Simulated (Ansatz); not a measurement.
# InAs (rocksalt type): the cost of one run

Program: Ansatz 0.2.0. Level of theory: DFT, PBE, PAW with Ansatz's default frozen-core files, scalar-relativistic. These are calculated values, not measurements.

## Step 1: The system as given

It takes space group Fm-3m (No. 225, cubic). The conventional cell has a = 5.468 Å, b = 5.468 Å, c = 5.468 Å, α = 90.00°, β = 90.00°, γ = 90.00°. In (site symmetry m-3m) is surrounded by 6 As at 2.73 Å. As (site symmetry m-3m) has 6 In at 2.73 Å as nearest neighbours.

Structure file:

```xyz
2
Lattice="0.0000 2.7339 2.7339 2.7339 0.0000 2.7339 2.7339 2.7339 0.0000" Properties=species:S:1:pos:R:3 pbc="T T T"
In    0.0000    0.0000    0.0000
As    2.7339    2.7339    2.7339
```

Atoms are numbered in the order of the input: In1, As2.

## Step 2: Cell relaxed at zero pressure, PAW

Input file input.yaml:

```yaml
crystal:
  lattice:
    - [0.0, 2.7338947002, 2.7338947002]
    - [2.7338947002, 0.0, 2.7338947002]
    - [2.7338947002, 2.7338947002, 0.0]
  atoms:
    - { symbol: In, position: [0.0, 0.0, 0.0] }
    - { symbol: As, position: [0.5, 0.5, 0.5] }
kpoints:
  mp_grid: { grid: [13, 13, 13] }
scf:
  occupations: { method: fermi_dirac, width: 0.05 }
hamiltonian:
  xc: pbe
  pseudopotentials: { kind: paw }
output:
  forces: true
  stress: true
  write_density: true
  write_potential: true
  elf: true
  volumetric_format: npy
relax:
  f_tol: 0.005
  max_steps: 40
  cell: {}
```

Launch:

```sh
> ansatz run input.yaml --threads 1 --pin off --max-ram 3584MiB --backend cpu --events-out ev --progress --plain --runs-dir out
```

What time and memory should one allow on 1 thread of AMD EPYC 9R45 (Zen 5), shared host?

About 6.2 s, with a peak of 0.48 GiB.
